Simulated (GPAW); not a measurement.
Runs of GPAW 26.7.0 on Tl. All rows change the cell; the cell of one of them follows. The cell holds a slab with vacuum, 4 atoms: a = 3.562 Å, b = 3.562 Å, c = 23.240 Å, α = 90.00°, β = 90.00°, γ = 120.00°. 

| task | level | potentials or basis | cutoff (eV) | smearing | maxiter | smearing order | k mesh for the DOS | dos width | band path | grid spacing | other keys | gap on the mesh (eV) | largest force (eV/Å) | work function (eV) |
| --- | --- | --- | --- | --- | --- | --- | --- | --- | --- | --- | --- | --- | --- | --- |
| single point | PBE | GPAW PAW data sets (gpaw-data 1.2.1), pw | 450 | fermi-dirac 0.05 eV | 150 | - | - | - | - | - | - | none | 0.03 | (a) |
| single point | vdW-DF-cx | GPAW PAW data sets (gpaw-data 1.2.1), lcao:dzp | - | fermi-dirac 0.05 eV | 150 | - | - | - | - | 0.16 Å | - | none | 0.15 | 3.51 |
| density of states | PBEsol | PAW data sets generated in the run's folder for this functional, pw | 450 | methfessel-paxton 0.01 eV | 60 | 1 | 13 × 13 × 1 | 0.1 eV | - | - | several, not listed | none | (b) | - |
| band structure | PBE | GPAW PAW data sets (gpaw-data 1.2.1), lcao:dzp | - | fermi-dirac 0.05 eV | 150 | - | - | - | GMKG | 0.16 Å | - | - | 0.02 | - |

Alike in all rows: no spin polarisation; cell the (0 0 1) slab of Tl, cut from the database cell, not relaxed; k mesh 9 × 9 × 1.

Estimate the missing entries.

(a) 3.44; (b) 0.26.

Caveats: the real-space grid adds noise to forces (some runs); the basis of atomic orbitals isn't converged, which shifts pressures, moduli and gaps (some runs); the PAW data sets were made with another functional, which shifts forces and pressure a little (some runs); this smearing can pin the Fermi level at a band edge (some runs); spin-orbit coupling is left out, which moves the levels of the heavy elements (some runs).

A k mesh can miss the band edges, and the runs leave out spin-orbit coupling on Tl.

A gap of «none» marks a metal or a gap under the smearing width.
